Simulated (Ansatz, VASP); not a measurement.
# Two plane-wave programs on Ir

The input INCAR:

```
ALGO = Fast ; EDIFF = 1E-6
ENCUT = 520 ; GGA = PS
ISIF = 2 ; ISMEAR = -1
LASPH = T ; LCHARG = F
LREAL = F ; LWAVE = F
NBANDS = 16 ; NELM = 80
PREC = Accurate ; SIGMA = 0.05
```

Contents of KPOINTS:

```
k-points
0
Gamma
  9 9 5
```

The input POSCAR:

```
Ir
1.0
    2.7513778946      0.0000000000      0.0000000000
   -1.3756889473      2.3827631521      0.0000000000
    0.0000000000      0.0000000000      4.4622900000
Ir
2
Direct
    0.3333333333      0.6666666667      0.2500000000
    0.6666666667      0.3333333333      0.7500000000
```

input.yaml

```yaml
crystal:
  lattice:
    - [2.7513778946, 0.0, 0.0]
    - [-1.3756889473, 2.3827631521, 0.0]
    - [0.0, 0.0, 4.46229]
  atoms:
    - { symbol: Ir, position: [0.3333333333, 0.6666666667, 0.25] }
    - { symbol: Ir, position: [0.6666666667, 0.3333333333, 0.75] }
hamiltonian:
  xc: pbesol
  pseudopotentials: { kind: paw }
kpoints:
  mp_grid: { grid: [9, 9, 5] }
scf:
  occupations: { method: fermi_dirac, width: 0.05 }
output:
  forces: true
  stress: true
  eigenvalues: true
  write_density: true
  write_potential: true
  elf: true
  volumetric_format: npy
```

This isn't the form of Ir at room conditions, which is fcc.

Alike in both runs: task single point; functional PBEsol; k mesh 9 × 9 × 5; occupations fermi-dirac, width 0.05 eV; no spin polarisation.

```csv
,VASP,Ansatz
version,VASP 6.6.1,Ansatz 0.2.0
potentials or method,"VASP PAW PBE potentials, release 64 (Ir)",Ansatz PAW
plane-wave cutoff (eV),520,420
valence electrons in the cell,18,34
```

Ansatz gave:

```
gap on the k mesh at the Fermi level (eV)       : none
pressure (GPa)                                  : -12.6
largest component of the traceless stress (GPa) : 0.10
```

Q: What did VASP give for the same quantities?

A: gap on the k mesh at the Fermi level (eV): none; pressure (GPa): -11.9; largest component of the traceless stress (GPa): 0.10.

A gap of «none» marks a metal or a gap that the smearing closes. The functional is the same, so the differences come from potentials, cutoffs and numerics. The two sets of potentials don't hold the same shells in valence.

Caveats: the PAW data sets were made with another functional, which shifts forces and pressure a little (VASP); the PAW data sets come from PBE, with cores solved anew for the run's functional, which leaves a small shift of forces and pressure (Ansatz). Spin-orbit coupling is left out, which matters for the levels of Ir.
